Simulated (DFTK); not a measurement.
# As (R-3m) in DFTK: notebook

Aim: see how the results for As move with the level of theory and the settings. Levels: LDA, PBEsol. Tasks: equation of state, band structure.

Program: DFTK 0.8.2. These are calculated values, not measurements. Logs are shortened: lines on timing, memory, paths and dates and some standing lists are left out, and cuts for length are marked.

### Step 1. The crystal as given

It takes space group R-3m (No. 166, trigonal). Conventional cell: a = 3.762 Å, b = 3.762 Å, c = 10.542 Å, α = 90.00°, β = 90.00°, γ = 120.00°. As (site symmetry 3m) has 3 As at 2.51 Å as nearest neighbours.

### Step 2. Equation of state, LDA

Contents of run.jl:

```julia
using DFTK
using PseudoPotentialData
using Unitful, UnitfulAtomic
using LinearAlgebra, Printf
include("save.jl")
disable_threading()

lines = readlines("As.cif")
tag(name) = parse(Float64, split(only(filter(startswith(name), lines)))[2])
a, b, c = tag.(["_cell_length_a", "_cell_length_b", "_cell_length_c"])
α, β, γ = deg2rad.(tag.(["_cell_angle_alpha", "_cell_angle_beta", "_cell_angle_gamma"]))
cx, cy  = cos(β), (cos(α) - cos(β) * cos(γ)) / sin(γ)
lattice = austrip(1u"Å") * [a b*cos(γ) c*cx; 0 b*sin(γ) c*cy; 0 0 c*sqrt(1 - cx^2 - cy^2)]
sites     = split.(lines[findlast(startswith("_atom_site_"), lines)+1:end])
symbols   = [Symbol(s[2]) for s in sites]
positions = [parse.(Float64, s[5:7]) for s in sites]
pseudopotentials = PseudoFamily("cp2k.nc.sr.lda.v0_1.largecore.gth")
elements = Dict(s => ElementPsp(s, pseudopotentials) for s in unique(symbols))
atoms    = [elements[s] for s in symbols]

build_model(lattice, positions; symmetries=true) =
    model_DFT(lattice, atoms, positions;
              functionals=LDA(),
              temperature=austrip(0.05u"eV"),
              smearing=Smearing.FermiDirac(),
              symmetries)
Ecut  = 27.0  # hartree
kgrid = [6, 6, 6]
tol   = 1e-6
to_GPa = ustrip(uconvert(u"GPa", 1u"hartree/bohr^3"))

results["points"] = []
for scale in [0.94, 0.96, 0.98, 1.0, 1.02, 1.04, 1.06]
    println("\n=== scale = ", scale)
    model = build_model(cbrt(scale) * lattice, positions)
    basis = PlaneWaveBasis(model; Ecut, kgrid)
    t0 = time()
    scfres = self_consistent_field(basis;
                                   tol,
                                   nbandsalg=AdaptiveBands(model; n_bands_converge=10))
    seconds = time() - t0
    @printf "SCF: %d iterations, %.1f s\n" scfres.n_iter seconds
    forces = compute_forces_cart(scfres)
    stress = compute_stresses_cart(scfres)
    @printf "V = %.5f Å^3  F = %.8f Ha  max force = %.5f eV/Å  p = %.4f GPa\n" ustrip(auconvert(u"Å^3", model.unit_cell_volume)) scfres.energies.total ustrip(auconvert(u"eV/Å", maximum(norm, forces))) (-tr(stress) / 3 * to_GPa)
    push!(results["points"], save_scf!(scfres; forces, stress, d=Dict{String,Any}("seconds" => seconds, "n_matvec" => get(scfres, :n_matvec, 0))))
end

# third-order Birch-Murnaghan fit in x = V^(-2/3)
V = [0.94, 0.96, 0.98, 1.0, 1.02, 1.04, 1.06] * abs(det(lattice))
E = [p["total"] for p in results["points"]]
x = V .^ (-2 / 3)
c = [x .^ 0 x x .^ 2 x .^ 3] \ E
Δ = c[3]^2 - 3c[2] * c[4]
if Δ > 0
    x0 = (-c[3] + sqrt(Δ)) / 3c[4]
    B0 = 4 / 9 * x0^(7 / 2) * (2c[3] + 6c[4] * x0)
    @printf "V0 = %.4f Å^3  B0 = %.2f GPa\n" ustrip(auconvert(u"Å^3", x0^(-3 / 2))) B0 * to_GPa
end
```

Contents of As.cif:

```cif
data_As
_cell_length_a 4.13100000
_cell_length_b 4.13100000
_cell_length_c 4.13100000
_cell_angle_alpha 54.16700000
_cell_angle_beta 54.16700000
_cell_angle_gamma 54.16700000
_space_group_name_H-M_alt 'P1'
_space_group_name_Hall 'P 1'
_space_group_IT_number 1
loop_
_space_group_symop_operation_xyz
'x,y,z'
loop_
_atom_site_label
_atom_site_type_symbol
_atom_site_symmetry_multiplicity
_atom_site_Wyckoff_symbol
_atom_site_fract_x
_atom_site_fract_y
_atom_site_fract_z
_atom_site_occupancy
As1 As 1 a 0.2260000000 0.2260000000 0.2260000000 1
As2 As 1 a 0.7740000000 0.7740000000 0.7740000000 1
```

Potentials or basis: cp2k.nc.sr.lda.v0_1.largecore.gth (LDA, GTH).

Started as:

```console
$ julia --threads=1 run.jl  # save.jl only writes the numbers to a file and isn't shown; printed stress counts tension as positive; times include loading and compiling
```

The log of the run:

```text
=== scale = 0.94
n     Energy            log10(ΔE)   log10(Δρ)   Diag   Δtime
---   ---------------   ---------   ---------   ----   ------
  1   -12.75706868152                   -0.63    5.5    3.24s
  2   -12.75833548656       -2.90       -1.14    1.0    2.72s
  3   -12.75849266374       -3.80       -2.07    1.9    1.39s
  4   -12.75850302979       -4.98       -2.96    1.8    2.07s
  5   -12.75850388154       -6.07       -3.44    3.0    1.44s
  6   -12.75850395561       -7.13       -4.06    1.5    1.94s
  7   -12.75850396069       -8.29       -5.09    2.3    1.44s
  8   -12.75850396093       -9.62       -5.59    3.2    2.78s
  9   -12.75850396094      -11.57       -6.18    2.0    1.41s
SCF: 9 iterations, 19.7 s
V = 40.47731 Å^3  F = -12.75850396 Ha  max force = 0.52127 eV/Å  p = 2.9821 GPa

=== scale = 0.96
n     Energy            log10(ΔE)   log10(Δρ)   Diag   Δtime
---   ---------------   ---------   ---------   ----   ------
  1   -12.75747760486                   -0.63    5.4    3.02s
[... 44 further cycles ...]
  1   -12.75474872508                   -0.64    5.3    3.61s
  2   -12.75625790050       -2.82       -1.15    1.0    1.67s
  3   -12.75642612979       -3.77       -2.03    2.0    1.94s
  4   -12.75643711899       -4.96       -2.94    1.6    2.32s
  5   -12.75643805789       -6.03       -3.47    3.0    1.77s
  6   -12.75643812774       -7.16       -3.90    1.8    2.02s
  7   -12.75643813457       -8.17       -5.22    1.8    1.23s
  8   -12.75643813497       -9.40       -5.46    4.0    2.55s
  9   -12.75643813498      -11.58       -5.94    1.0    1.02s
 10   -12.75643813498      -12.21       -6.86    2.0    2.15s
SCF: 10 iterations, 20.5 s
V = 45.64463 Å^3  F = -12.75643813 Ha  max force = 0.22795 eV/Å  p = -5.9435 GPa
V0 = 41.9786 Å^3  B0 = 81.74 GPa
```

It took 3.2 min on 1 thread of Intel Xeon 6975P-C (Granite Rapids), shared host; peak memory 1.7 GiB.

What came out:

```
Equilibrium volume                        : 20.99 Å³/atom
Bulk modulus at fixed shape and positions : 82 GPa
Pressure derivative of the bulk modulus   : 4.1
```

Energy against volume, from the lowest point:
| volume (Å³/atom) | energy (meV/atom) |
| --- | --- |
| 20.239 | 7.15 |
| 20.669 | 1.16 |
| 21.100 | 0.00 |
| 21.530 | 3.27 |
| 21.961 | 10.49 |
| 22.392 | 21.27 |
| 22.822 | 35.25 |

Caveat: GTH potentials come without recommended cutoffs, and this one wasn't checked for convergence; the cell was scaled at fixed shape and fractional positions, which overstates the stiffness of a crystal with free parameters, most of all of layers and chains.

### Step 3. Band structure, PBEsol

Contents of run.jl:

```julia
using DFTK
using PseudoPotentialData
using Unitful, UnitfulAtomic
using LinearAlgebra, Printf
include("save.jl")
disable_threading()

lines     = readlines("POSCAR")
lattice   = austrip(1u"Å") * parse(Float64, lines[2]) * hcat([parse.(Float64, split(l)) for l in lines[3:5]]...)
symbols   = vcat([fill(Symbol(s), parse(Int, n)) for (s, n) in zip(split(lines[6]), split(lines[7]))]...)
positions = [parse.(Float64, split(l)[1:3]) for l in lines[9:8+length(symbols)]]
pseudopotentials = Dict(:As => "As.upf")
elements = Dict(s => ElementPsp(s, pseudopotentials; rcut=10.0) for s in unique(symbols))
atoms    = [elements[s] for s in symbols]

build_model(lattice, positions; symmetries=true) =
    model_DFT(lattice, atoms, positions;
              functionals=PBEsol(),
              temperature=austrip(0.05u"eV"),
              smearing=Smearing.FermiDirac(),
              symmetries)
Ecut  = 45.0  # hartree
kgrid = [8, 8, 8]
tol   = 1e-6
to_GPa = ustrip(uconvert(u"GPa", 1u"hartree/bohr^3"))

model = build_model(lattice, positions)
basis = PlaneWaveBasis(model; Ecut, kgrid)
display(basis)
scfres = self_consistent_field(basis;
                               tol,
                               nbandsalg=AdaptiveBands(model; n_bands_converge=10))
display(scfres.energies)
@printf "Fermi level: %.6f eV\n" ustrip(auconvert(u"eV", something(scfres.εF, NaN)))
forces = compute_forces_cart(scfres)
println("Forces (eV/Å)")
for (s, f) in zip(symbols, forces)
    @printf "%-3s %12.6f %12.6f %12.6f\n" s ustrip.(auconvert.(u"eV/Å", f))...
end
stress = compute_stresses_cart(scfres)
println("Stress (GPa)")
display(round.(stress * to_GPa; digits=4))
println("Levels at the first k-point (eV): ", round.(ustrip.(auconvert.(u"eV", scfres.eigenvalues[1][1:scfres.n_bands_converge])); digits=4))
save_scf!(scfres; forces, stress)

points = Dict("G" => [0.0, 0.0, 0.0], "B" => [0.7696754127, 0.5, 0.2303245873], "B1" => [0.5, 0.2303245873, -0.2303245873], "F" => [0.5, 0.5, 0.0], "L" => [0.5, 0.0, 0.0], "P" => [0.7696754127, 0.3651622936, 0.3651622936], "P1" => [0.6348377064, 0.6348377064, 0.2303245873], "Q" => [0.6348377064, 0.3651622936, 0.0], "X" => [0.3651622936, 0.0, -0.3651622936], "Z" => [0.5, 0.5, 0.5])
segments = [("G", "L", 6), ("L", "B1", 5), ("B", "Z", 6), ("Z", "G", 6), ("G", "X", 8), ("Q", "F", 3), ("F", "P1", 3), ("P1", "Z", 5), ("L", "P", 4)]
kcoords = vcat([[points[a] + t * (points[b] - points[a]) for t in range(0, 1, n)] for (a, b, n) in segments]...)
bands = compute_bands(scfres, ExplicitKpoints(kcoords); n_bands=12, tol=1e-5)
for (k, ε) in zip(bands.basis.kpoints, bands.eigenvalues)
    @printf "%d %8.4f %8.4f %8.4f " k.spin k.coordinate...
    println(join([@sprintf("%9.4f", e) for e in ustrip.(auconvert.(u"eV", ε .- scfres.εF))]))
end
results["band_energies"] = rows(bands.eigenvalues); results["band_kpoints"] = rows(kcoords)
```

Contents of POSCAR:

```
As
1.0
    1.8807968987      1.0858785957      3.5140619945
   -1.8807968987      1.0858785957      3.5140619945
    0.0000000000     -2.1717571915      3.5140619945
As
2
Direct
    0.2260000000      0.2260000000      0.2260000000
    0.7740000000      0.7740000000      0.7740000000
```

Potentials or basis: SG15 1.2 (PBE).

Started as:

```console
$ julia --threads=1 run.jl  # save.jl only writes the numbers to a file and isn't shown; printed stress counts tension as positive; times include loading and compiling
```

Run time: 4.5 min. Hardware: 1 thread of AMD EPYC 7R43 (Zen 3), shared host; peak memory 2.3 GiB.

The run converged. Its results:

* Free energy: -344.5488 eV
* Pressure: 2.3 GPa
* Largest force: 0.595 eV/Å
* Band gap on the k mesh: none (metal or under the smearing width)

Forces in eV/Å, atoms in the order of the input:
```
As   0.000  0.000  0.595
As   0.000  0.000 -0.595
```

Stress tensor (GPa, compression positive):
```
2.81 0.00 0.00
0.00 2.81 0.00
0.00 0.00 1.36
```

Levels at the corners of the path, in eV from the Fermi level:
```
point  band 2  band 3  band 4  band 5  band 6  band 7  band 8  band 9
    Γ   -5.92   -2.61   -2.13   -2.13    1.44    2.78    2.78    6.67
    L  -11.24   -2.99   -2.94   -0.52   -0.51    0.18    1.26    8.68
   B1  -10.74   -6.07   -5.56   -1.49    1.11    5.05    5.26    6.66
    B  -10.74   -6.07   -5.56   -1.49    1.11    5.05    5.26    6.66
    Z  -10.13   -1.89   -1.89   -0.82    0.64    0.64    1.73    7.74
    Γ   -5.92   -2.61   -2.13   -2.13    1.44    2.78    2.78    6.67
    X  -10.98   -6.35   -3.70   -3.69    3.11    3.18    5.12    6.25
    Q  -10.98   -6.35   -3.70   -3.69    3.11    3.18    5.12    6.25
    F   -9.87   -6.14   -4.35   -4.27    1.17    5.39    6.76    7.21
   P1  -10.27   -6.31   -3.90   -3.17    1.96    3.76    5.86    6.29
    Z  -10.13   -1.89   -1.89   -0.82    0.64    0.64    1.73    7.74
    L  -11.24   -2.99   -2.94   -0.52   -0.51    0.18    1.26    8.68
    P  -10.27   -6.31   -3.90   -3.17    1.96    3.76    5.86    6.29
```

Caveat: the potentials were made for another functional, which shifts forces and pressure.

### Step 4. Equation of state, PBEsol

Contents of run.jl:

```julia
using DFTK
using PseudoPotentialData
using Unitful, UnitfulAtomic
using LinearAlgebra, Printf
include("save.jl")
disable_threading()

# lattice vectors are the columns
lattice = austrip(1u"Å") * [  1.8807968987  -1.8807968987            0.0;
             1.0858785957   1.0858785957  -2.1717571915;
             3.5140619945   3.5140619945   3.5140619945]
symbols   = [:As, :As]
positions = [[0.226, 0.226, 0.226],
             [0.774, 0.774, 0.774]]
pseudopotentials = PseudoFamily("cp2k.nc.sr.pbe.v0_1.semicore.gth")
elements = Dict(s => ElementPsp(s, pseudopotentials) for s in unique(symbols))
atoms    = [elements[s] for s in symbols]

build_model(lattice, positions; symmetries=true) =
    model_DFT(lattice, atoms, positions;
              functionals=PBEsol(),
              temperature=austrip(0.05u"eV"),
              smearing=Smearing.FermiDirac(),
              symmetries)
Ecut  = 27.0  # hartree
kgrid = [6, 6, 6]
tol   = 1e-6
to_GPa = ustrip(uconvert(u"GPa", 1u"hartree/bohr^3"))

results["points"] = []
for scale in [0.94, 0.96, 0.98, 1.0, 1.02, 1.04, 1.06]
    println("\n=== scale = ", scale)
    model = build_model(cbrt(scale) * lattice, positions)
    basis = PlaneWaveBasis(model; Ecut, kgrid)
    t0 = time()
    scfres = self_consistent_field(basis;
                                   tol,
                                   nbandsalg=AdaptiveBands(model; n_bands_converge=10))
    seconds = time() - t0
    @printf "SCF: %d iterations, %.1f s\n" scfres.n_iter seconds
    forces = compute_forces_cart(scfres)
    stress = compute_stresses_cart(scfres)
    @printf "V = %.5f Å^3  F = %.8f Ha  max force = %.5f eV/Å  p = %.4f GPa\n" ustrip(auconvert(u"Å^3", model.unit_cell_volume)) scfres.energies.total ustrip(auconvert(u"eV/Å", maximum(norm, forces))) (-tr(stress) / 3 * to_GPa)
    push!(results["points"], save_scf!(scfres; forces, stress, d=Dict{String,Any}("seconds" => seconds, "n_matvec" => get(scfres, :n_matvec, 0))))
end

# third-order Birch-Murnaghan fit in x = V^(-2/3)
V = [0.94, 0.96, 0.98, 1.0, 1.02, 1.04, 1.06] * abs(det(lattice))
E = [p["total"] for p in results["points"]]
x = V .^ (-2 / 3)
c = [x .^ 0 x x .^ 2 x .^ 3] \ E
Δ = c[3]^2 - 3c[2] * c[4]
if Δ > 0
    x0 = (-c[3] + sqrt(Δ)) / 3c[4]
    B0 = 4 / 9 * x0^(7 / 2) * (2c[3] + 6c[4] * x0)
    @printf "V0 = %.4f Å^3  B0 = %.2f GPa\n" ustrip(auconvert(u"Å^3", x0^(-3 / 2))) B0 * to_GPa
end
```

Potentials or basis: cp2k.nc.sr.pbe.v0_1.semicore.gth (PBE, GTH).

Started as:

```console
$ julia --threads=1 run.jl  # save.jl only writes the numbers to a file and isn't shown; printed stress counts tension as positive; times include loading and compiling
```

The log of the run:

```text
=== scale = 0.94
n     Energy            log10(ΔE)   log10(Δρ)   Diag   Δtime
---   ---------------   ---------   ---------   ----   ------
  1   -12.60165633164                   -0.65    5.4    4.11s
  2   -12.60359715761       -2.71       -1.16    1.0    2.85s
  3   -12.60389769281       -3.52       -2.05    2.1    2.03s
  4   -12.60391576748       -4.74       -2.82    1.7    2.53s
  5   -12.60391711412       -5.87       -3.19    2.4    3.02s
  6   -12.60391727642       -6.79       -3.87    1.4    1.80s
  7   -12.60391728729       -7.96       -4.74    2.2    2.92s
  8   -12.60391728797       -9.17       -5.53    2.7    3.14s
  9   -12.60391728798      -11.39       -5.96    2.7    2.27s
 10   -12.60391728798      -12.78       -7.05    1.8    2.59s
SCF: 10 iterations, 27.6 s
V = 40.47731 Å^3  F = -12.60391729 Ha  max force = 0.95997 eV/Å  p = 7.3929 GPa

=== scale = 0.96
n     Energy            log10(ΔE)   log10(Δρ)   Diag   Δtime
---   ---------------   ---------   ---------   ----   ------
[... 48 further cycles ...]
  1   -12.60366377128                   -0.66    5.3    4.25s
  2   -12.60597580579       -2.64       -1.16    1.0    1.69s
  3   -12.60632006934       -3.46       -2.02    2.1    3.04s
  4   -12.60634016829       -4.70       -2.80    1.6    1.90s
  5   -12.60634171560       -5.81       -3.22    2.6    3.23s
  6   -12.60634188684       -6.77       -3.63    1.5    1.82s
  7   -12.60634190850       -7.66       -4.61    1.8    2.78s
  8   -12.60634191028       -8.75       -5.23    2.9    2.59s
  9   -12.60634191029      -11.03       -5.84    2.0    2.85s
 10   -12.60634191029      -11.74       -6.63    2.4    3.28s
SCF: 10 iterations, 27.8 s
V = 45.64463 Å^3  F = -12.60634191 Ha  max force = 0.09009 eV/Å  p = -2.6522 GPa
V0 = 44.0481 Å^3  B0 = 76.56 GPa
```

Wall time 4.4 min (1 thread of AMD EPYC 7R43 (Zen 3), shared host); peak memory 1.7 GiB.

What came out:

| Item | Value |
| --- | --- |
| Equilibrium volume | 22.02 Å³/atom |
| Bulk modulus at fixed shape and positions | 77 GPa |
| Pressure derivative of the bulk modulus | 3.8 (rough: it moves with the points fitted) |

Energy against volume, from the lowest point:
| volume (Å³/atom) | energy (meV/atom) |
| --- | --- |
| 20.239 | 39.46 |
| 20.669 | 22.00 |
| 21.100 | 9.85 |
| 21.530 | 2.67 |
| 21.961 | 0.00 |
| 22.392 | 1.40 |
| 22.822 | 6.47 |

Caveat: GTH potentials come without recommended cutoffs, and this one wasn't checked for convergence; the cell was scaled at fixed shape and fractional positions, which overstates the stiffness of a crystal with free parameters, most of all of layers and chains; the potentials were made for another functional, which shifts forces and pressure.

### Step 5. For comparison

An earlier run on the cell as given: functional PBEsol; potentials or basis dojo.nc.sr.pbesol.v0_4_1.standard.upf (PBEsol); cutoff 1143 eV; k mesh 9 × 9 × 9; occupations fermi-dirac, width 0.05 eV; no spin polarisation.

- Pressure: 0.3 GPa
- Largest force: 0.376 eV/Å
- Band gap on the k mesh: none (metal or under the smearing width)

### Step 6. Overview

```tsv
task	level	potentials or basis	k mesh	cutoff (eV)	valence electrons	gap on the mesh (eV)	pressure (GPa)	V0 of scaled cells (Å³/atom)	B0 (GPa)	largest force (eV/Å)
equation of state	LDA	cp2k.nc.sr.lda.v0_1.largecore.gth (LDA, GTH)	6 × 6 × 6	735	As 5	-	-	20.99	82	-
band structure	PBEsol	SG15 1.2 (PBE)	8 × 8 × 8	1225	As 5	none	2.3	-	-	0.59
equation of state	PBEsol	cp2k.nc.sr.pbe.v0_1.semicore.gth (PBE, GTH)	6 × 6 × 6	735	As 5	-	-	22.02	77	-
single point	PBEsol	dojo.nc.sr.pbesol.v0_4_1.standard.upf (PBEsol)	9 × 9 × 9	1143	As 15	none	0.3	-	-	0.38
```

Alike in all rows: no spin polarisation; cell as given; smearing fermi-dirac 0.05 eV.

Caveats: GTH potentials come without recommended cutoffs, and this one wasn't checked for convergence (some runs); the cell was scaled at fixed shape and fractional positions, which overstates the stiffness of a crystal with free parameters, most of all of layers and chains (some runs); the potentials were made for another functional, which shifts forces and pressure (some runs).

Total energies depend on the potentials used, so only differences within one code and one set of settings carry meaning.
